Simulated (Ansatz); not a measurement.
# Ir (Fm-3m) under several functionals

**What was measured.**

From “Phase stability and electronic structure of iridium metal at the megabar range”, 2019, pmc:6586894, for a powder of Ir: lattice constant a 3.837 ± 0.001 Å.

Plane-wave DFT in Ansatz with scalar-relativistic PAW potentials. The same structure was relaxed (cell and atoms, symmetry kept) in separate runs at each level. No spin polarisation.

```tsv
level	cutoff (eV)	k mesh	V (Å³/atom)	a (Å)	B0 (GPa)
LDA	420	18×18×18	13.836	3.811	–
PBEsol	420	18×18×18	14.048	3.830	387
PBE+D3(BJ)	420	18×18×18	14.162	3.841	–
r2SCAN	500	18×18×18	14.202	3.844	377
```

Q: Where does PBE (420 eV, k mesh 18×18×18) fall?

A: V (Å³/atom) 14.498, a (Å) 3.871, B0 (GPa) 348. Its volume is the largest of the set. The usual order of volumes, LDA < PBEsol < PBE, holds here (13.836, 14.048, 14.498 Å³/atom). As a rule LDA overbinds; PBEsol, built on the gradient expansion of slowly varying densities, lies between LDA and PBE; PBE's stronger gradient term for exchange weakens bonds. Adding D3 to PBE changes the volume by -2.3 %; the term is attractive, so it pulls cells in. In metals the pairwise form ignores screening by the conduction electrons and often pulls in too far. r2SCAN lies 2.0 % under PBE in volume. B0 goes from 387.0 to 347.8 GPa as the volume grows by 3.2 %; on one curve with B' = 5.0 the volume alone, B ∝ V^(−B'), would give 330.2 GPa, and the rest of the difference is the functional's own stiffness.

For PBE: Against the measured lattice constant a of Ir, 3.837 Å (powder; “Phase stability and electronic structure of iridium metal at the megabar range”, 2019, pmc:6586894), the calculated 3.871 Å is off by +0.9 %. 2 values of this kind are on record in papers (3.837 to 3.838 Å); this one was drawn at random among those near their median, those with a stated uncertainty first. The calculations are for 0 K without zero-point motion.

Spin–orbit coupling is left out, which can shift energies with elements as heavy as these.